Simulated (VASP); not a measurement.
# Na2S (Fm-3m) in VASP: notebook

One crystal, Na2S, is run at these levels: PBE, r2SCAN; tasks: single point.

All numbers are computed with VASP 6.6.1; they aren't measurements. Logs are shortened: lines on timing, memory, paths and dates and some standing lists are left out, and cuts for length are marked.

**1. The structure**

Symmetry: Fm-3m, No. 225, cubic system. Conventional cell: a = 6.511 Å, b = 6.511 Å, c = 6.511 Å, α = 90.00°, β = 90.00°, γ = 90.00°. S (site symmetry m-3m) is surrounded by 8 Na at 2.82 Å. Na (site symmetry -43m) has 4 S at 2.82 Å as nearest neighbours.

The cell was built by a generator and needn't be a form met in nature.

**2. Single point, PBE**

INCAR reads:

```
SYSTEM = Na2S
PREC     = Accurate       ! precision mode
ENCUT    = 520            ! plane-wave cutoff, eV
EDIFF    = 1E-6           ! SCF threshold, eV
ISMEAR   = -1             ! smearing method
SIGMA    = 0.02           ! smearing width, eV
LREAL    = .False.        ! projectors in reciprocal space
LASPH    = .True.         ! aspherical terms in the spheres
NELM     = 80             ! most SCF steps
ALGO     = Fast           ! electronic algorithm
ISIF     = 2              ! what is computed and relaxed
LWAVE    = .False.        ! write WAVECAR
LCHARG   = .False.        ! write CHGCAR
GGA      = PE             ! functional
NBANDS   = 17             ! bands
```

KPOINTS reads:

```
regular mesh
0
Gamma
  8 8 8
  0 0 0
```

POSCAR reads:

```
Na2S
1.0
    0.0000000000      3.2554324706      3.2554324706
    3.2554324706      0.0000000000      3.2554324706
    3.2554324706      3.2554324706      0.0000000000
S Na
1 2
Direct
    0.0000000000      0.0000000000      0.0000000000
    0.2500000000      0.2500000000      0.2500000000
    0.7500000000      0.7500000000      0.7500000000
```

Potentials or basis: VASP PAW PBE potentials, release 64 (S, Na_pv).

Command:

```console
$ cat potpaw_PBE.64/S/POTCAR potpaw_PBE.64/Na_pv/POTCAR > POTCAR
$ mpirun -np 1 vasp_std > vasp.out
```

OUTCAR:

```text
SYSTEM = Na2S
   PREC = Accurate
   ENCUT = 520
   EDIFF = 1E-6
   ISMEAR = -1
   LREAL = .False.
   LASPH = .True.
   NELM = 80
   ISIF = 2
   GGA = PE

 ion  position               nearest neighbor table
   1  0.000  0.000  0.000-
   2  0.250  0.250  0.250-
   3  0.750  0.750  0.750-

  LATTYP: Found a face centered cubic cell.
 ALAT       =     6.5108649412

  Lattice vectors:

 A1 = (   0.0000000000,   3.2554324706,   3.2554324706)
 A2 = (   3.2554324706,   0.0000000000,   3.2554324706)
 A3 = (   3.2554324706,   3.2554324706,   0.0000000000)

Analysis of symmetry for initial positions (statically):
=====================================================================
 Subroutine PRICEL returns:
 Original cell was already a primitive cell.

 Routine SETGRP: Setting up the symmetry group for a
 face centered cubic supercell.

 Subroutine GETGRP returns: Found 48 space group operations
 (whereof 48 operations were pure point group operations)
 out of a pool of 48 trial point group operations.

The static configuration has the point symmetry O_h .

Analysis of symmetry for dynamics (positions and initial velocities):
=====================================================================
 Subroutine PRICEL returns:
 Original cell was already a primitive cell.

 Routine SETGRP: Setting up the symmetry group for a
 face centered cubic supercell.

 Subroutine GETGRP returns: Found 48 space group operations
 (whereof 48 operations were pure point group operations)
 out of a pool of 48 trial point group operations.

The dynamic configuration has the point symmetry O_h .

 Subroutine INISYM returns: Found 48 space group operations
 (whereof 48 operations are pure point group operations),
 and found     1 'primitive' translations

----------------------------------------------------------------------------------------

                                     Primitive cell

  volume of cell :      69.0011

  direct lattice vectors                    reciprocal lattice vectors
     0.000000000  3.255432471  3.255432471    -0.153589425  0.153589425  0.153589425
     3.255432471  0.000000000  3.255432471     0.153589425 -0.153589425  0.153589425
     3.255432471  3.255432471  0.000000000     0.153589425  0.153589425 -0.153589425

  length of vectors
     4.603876751  4.603876751  4.603876751     0.266024687  0.266024687  0.266024687

  position of ions in fractional coordinates (direct lattice)
     0.000000000  0.000000000  0.000000000
     0.250000000  0.250000000  0.250000000
     0.750000000  0.750000000  0.750000000

  ion indices of the primitive-cell ions
   primitive index   ion index
                 1           1
                 2           2
                 3           3

----------------------------------------------------------------------------------------

 KPOINTS: regular mesh

Automatic generation of k-mesh.
 Grid dimensions read from file:
 generate k-points for:    8    8    8

 Generating k-lattice:

  Cartesian coordinates                     Fractional coordinates (reciprocal lattice)
    -0.019198678  0.019198678  0.019198678     0.125000000  0.000000000  0.000000000
     0.019198678 -0.019198678  0.019198678     0.000000000  0.125000000  0.000000000
     0.019198678  0.019198678 -0.019198678     0.000000000  0.000000000  0.125000000

  Length of vectors
     0.033253086  0.033253086  0.033253086

  Shift w.r.t. Gamma in fractional coordinates (k-lattice)
     0.000000000  0.000000000  0.000000000

 Subroutine IBZKPT returns following result:
 ===========================================

 Found     29 irreducible k-points:

 Following reciprocal coordinates:
            Coordinates               Weight
  0.000000  0.000000  0.000000      1.000000
  0.125000  0.000000  0.000000      8.000000
  0.250000  0.000000  0.000000      8.000000
  0.375000  0.000000  0.000000      8.000000
  0.500000  0.000000  0.000000      4.000000
  0.125000  0.125000  0.000000      6.000000
[... 16 lines left out ...]
  0.500000  0.250000  0.125000     48.000000
 -0.375000  0.250000  0.125000     24.000000
 [... further k-points ...]
   k-points           NKPTS =     29   k-points in BZ     NKDIM =     29   number of bands    NBANDS=     17
   number of dos      NEDOS =    301   number of ions     NIONS =      3
   total plane-waves  NPLWV =  46656
   dimension x,y,z NGX =    36 NGY =   36 NGZ =   36
   dimension x,y,z NGXF=    72 NGYF=   72 NGZF=   72
   ions per type =               1   2
   NGX,Y,Z   is equivalent  to a cutoff of  13.00, 13.00, 13.00 a.u.
   NGXF,Y,Z  is equivalent  to a cutoff of  26.00, 26.00, 26.00 a.u.
 SYSTEM =  Na2S
   PREC   = accura    normal or accurate (medium, high low for compatibility)
   ISTART =      0    job   : 0-new  1-cont  2-samecut
   ICHARG =      2    charge: 1-file 2-atom 10-const
   ISPIN  =      1    spin polarized calculation?
   LNONCOLLINEAR =      F non collinear calculations
   LSORBIT =      F    spin-orbit coupling
   LASPH  =      T    aspherical Exc in radial PAW
   ENCUT  =  520.0 eV  38.22 Ry    6.18 a.u.   8.56  8.56  8.56*2*pi/ulx,y,z
   NELM   =     80;   NELMIN=  2; NELMDL= -5     # of ELM steps
   EDIFF  = 0.1E-05   stopping-criterion for ELM
   LREAL  =      F    real-space projection
   EDIFFG = 0.1E-04   stopping-criterion for IOM
   NSW    =      0    number of steps for IOM
   IBRION =     -1    ionic relax: 0-MD 1-quasi-New 2-CG
   NFREE  =      0    steps in history (QN), initial steepest desc. (CG)
   ISIF   =      2    stress and relaxation
   ISYM   =      2    0-nonsym 1-usesym 2-fastsym
   POTIM  = 0.5000    time-step for ionic-motion
   TEBEG  =    0.0;   TEEND  =   0.0 temperature during run
   PSTRESS=    0.0 pullay stress
   NELECT =      20.0000    total number of electrons
   NUPDOWN=      -1.0000    fix difference up-down
   EMIN   =  10.00;   EMAX   =-10.00  energy-range for DOS
   EFERMI =   0.00;   METHOD = LEGACY
   ISMEAR =    -1;   SIGMA  =   0.02  broadening in eV -4-tet -1-fermi 0-gaus
   EFERMI_NEDOS =   21; number of points for ismear=-14 and -15
   IALGO  =     68    algorithm
   IMIX   =      4    mixing-type and parameters
     AMIX     =   0.40;   BMIX     =  1.00
     AMIX_MAG =   1.60;   BMIX_MAG =  1.00
  volume/ion in A,a.u.               =      23.00       155.21
  Fermi-wavevector in a.u.,A,eV,Ry     =   1.083427  2.047379 15.970697  1.173813
  Thomas-Fermi vector in A             =   2.219492
   LORBIT       =      0    0 simple, 1 ext, 2 COOP (PROOUT), +10 PAW based schemes
   GGA     = PE    functional components
   LHFCALC =     F    Hartree Fock is set to
   AEXX    =    0.0000 exact exchange contribution
   IVDW    =     0    specifies the selected vdW correction
   LEPSILON=     F    determine dielectric tensor
   LRPA    =     F    only Hartree local field effects (RPA)
 non-spin polarized calculation
 RMM-DIIS sequential band-by-band and
  energy-cutoff  :      520.00
  volume of cell :       69.00
 maximum number of plane-waves:      1880
 NGX is ok and might be reduce to    36
   NGX = 17   NGY = 17   NGZ = 17

 number of electron      19.9999984 magnetization

 Free energy of the ion-electron system (eV)
  ---------------------------------------------------
  ext. energy  EPLUGINS =         0.00000000
  ---------------------------------------------------
  free energy    TOTEN  =        -9.97139156 eV

  energy without entropy =       -9.97139156  energy(sigma->0) =       -9.97139156

 E-fermi :   0.6970     XC(G=0):  -7.8744

 val. band max:        0.2473685402   @ k =   0.0000   0.0000   0.0000
 cond. band min:       2.7789915662   @ k =   0.0000   0.0000   0.0000
 fundamental gap:      2.5316230260
 Fermi energy:         0.6970115941

 k-point     1 :       0.0000    0.0000    0.0000
  band No.  band energies     occupation
      1     -21.9647      2.00000
      2     -21.9647      2.00000
      3     -21.9647      2.00000
      4     -21.9087      2.00000
      5     -21.9087      2.00000
      6     -21.9087      2.00000
[... 9 lines left out ...]
     16       9.6363      0.00000
     17      11.5449      0.00000

 k-point     2 :       0.1250    0.0000    0.0000
  band No.  band energies     occupation
      1     -21.9634      2.00000
      2     -21.9628      2.00000
      3     -21.9627      2.00000
      4     -21.9120      2.00000
      5     -21.9110      2.00000
      6     -21.9110      2.00000
[... 9 lines left out ...]
     16       9.2603      0.00000
     17      11.1040      0.00000

 k-point     3 :       0.2500    0.0000    0.0000
  band No.  band energies     occupation
      1     -21.9594      2.00000
      2     -21.9570      2.00000
      3     -21.9570      2.00000
      4     -21.9207      2.00000
      5     -21.9174      2.00000
      6     -21.9174      2.00000
[... 9 lines left out ...]
     16       9.4392      0.00000
     17      10.6436      0.00000

 k-point     4 :       0.3750    0.0000    0.0000
  band No.  band energies     occupation
      1     -21.9529      2.00000
      2     -21.9483      2.00000
      3     -21.9483      2.00000
      4     -21.9318      2.00000
      5     -21.9268      2.00000
      6     -21.9268      2.00000
[... 9 lines left out ...]
     16      10.4666      0.00000
     17      10.8821      0.00000
[... 343 lines left out ...]
      1     -21.9727      2.00000
      2     -21.9600      2.00000
      3     -21.9490      2.00000
      4     -21.9310      2.00000
      5     -21.9166      2.00000
      6     -21.9039      2.00000
[... 9 lines left out ...]
     16      10.8805      0.00000
     17      11.9940      0.00000

 k-point    23 :       0.5000    0.2500    0.1250
  band No.  band energies     occupation
      1     -21.9748      2.00000
      2     -21.9619      2.00000
      3     -21.9506      2.00000
      4     -21.9272      2.00000
      5     -21.9190      2.00000
      6     -21.9042      2.00000
[... 9 lines left out ...]
     16      11.4282      0.00000
     17      12.2349      0.00000

 k-point    24 :      -0.3750    0.2500    0.1250
  band No.  band energies     occupation
      1     -21.9734      2.00000
      2     -21.9687      2.00000
      3     -21.9393      2.00000
      4     -21.9391      2.00000
      5     -21.9101      2.00000
      6     -21.9091      2.00000
[... 9 lines left out ...]
     16      10.9670      0.00000
     17      12.2408      0.00000

 [... further k-points ...]

------------------------ aborting loop because EDIFF is reached ----------------------------------------

  FORCE on cell =-STRESS in cart. coord.  units (eV):
  Direction    XX          YY          ZZ          XY          YZ          ZX
  --------------------------------------------------------------------------------------
  -------------------------------------------------------------------------------------
  Total        0.3442389      0.3442389      0.3442389      0.0000000      0.0000000      0.0000000
  in kB        7.9930854      7.9930854      7.9930854      0.0000000      0.0000000      0.0000000
  external PRESSURE =       7.9930854 kB  Pullay stress =       0.0000000 kB

 VOLUME and BASIS-vectors are now :
 -----------------------------------------------------------------------------
  energy-cutoff  :      520.00
  volume of cell :       69.00
      direct lattice vectors                 reciprocal lattice vectors
     0.000000000  3.255432471  3.255432471    -0.153589425  0.153589425  0.153589425
     3.255432471  0.000000000  3.255432471     0.153589425 -0.153589425  0.153589425
     3.255432471  3.255432471  0.000000000     0.153589425  0.153589425 -0.153589425

 POSITION                                       TOTAL-FORCE (eV/Angst)
 -----------------------------------------------------------------------------------
      0.00000      0.00000      0.00000         0.000000     -0.000000      0.000000
      1.62772      1.62772      1.62772         0.000000      0.000000     -0.000000
      4.88315      4.88315      4.88315        -0.000000     -0.000000      0.000000
 -----------------------------------------------------------------------------------
    total drift:                                0.000000      0.000000      0.000000

  FREE ENERGIE OF THE ION-ELECTRON SYSTEM (eV)
  ---------------------------------------------------
  free  energy   TOTEN  =        -9.9713915551 eV

  energy  without entropy=       -9.9713915551  energy(sigma->0) =       -9.97139156
```

It took 23 s on 1 thread of Intel Xeon Platinum 8559C (Emerald Rapids), shared host; peak memory 0.2 GiB.

What came out:

- Free energy: -9.9714 eV
- Pressure: 0.8 GPa
- Band gap on the k mesh: 2.53 eV, direct

A k mesh can miss the band edges. PBE gaps usually lie below the measured ones, often by a third to a half.

**3. Single point, PBE (uniaxial_x strain +1.0%)**

INCAR reads:

```
  ALGO = Normal
  EDIFF = 1E-7
  ENCUT = 520
  GGA = PE
  ISIF = 2
  ISMEAR = -1
  LASPH = T
  LCHARG = F
  LREAL = F
  LWAVE = F
  NBANDS = 17
  NELM = 60
  PREC = Accurate
  SIGMA = 0.02
```

KPOINTS reads:

```
k-points
0
Gamma
  8 8 8
```

POSCAR reads:

```
Na2S
1.0
    0.0000000000      3.2554324706      3.2554324706
    3.2879867953      0.0000000000      3.2554324706
    3.2879867953      3.2554324706      0.0000000000
S Na
1 2
Direct
    0.0000000000      0.0000000000      0.0000000000
    0.2500000000      0.2500000000      0.2500000000
    0.7500000000      0.7500000000      0.7500000000
```

Potentials or basis: VASP PAW PBE potentials, release 64 (S, Na_pv).

Command:

```console
$ cat potpaw_PBE.64/S/POTCAR potpaw_PBE.64/Na_pv/POTCAR > POTCAR
$ mpirun -np 1 vasp_std > vasp.out
```

Wall time 57 s (1 thread of Intel Xeon Platinum 8559C (Emerald Rapids), shared host); peak memory 0.22 GiB.

Results (log left out):

* Free energy: -9.9737 eV
* Pressure: 0.5 GPa
* Band gap on the k mesh: 2.49 eV, direct

Stress tensor (GPa, compression positive):
```
0.24 0.00 0.00
0.00 0.62 0.00
0.00 0.00 0.62
```

Levels at points of the mesh, in eV from the valence-band top:
```
           k point  band 7  band 8  band 9  band 10  band 11  band 12  band 13  band 14
(0.00, 0.00, 0.00)  -10.15   -0.02    0.00     0.00     2.49     7.75     7.75     7.75
(0.50, 0.00, 0.00)   -9.90   -1.65   -0.15    -0.12     4.80     6.46     7.12     7.19
(0.50, 0.50, 0.00)   -9.83   -1.47   -0.47    -0.47     3.84     5.99     8.51     9.70
(0.00, 0.50, 0.50)   -9.83   -1.50   -0.45    -0.45     3.84     6.05     8.41     9.82
```

A k mesh can miss the band edges.

(Continued in part 2 of 2.)
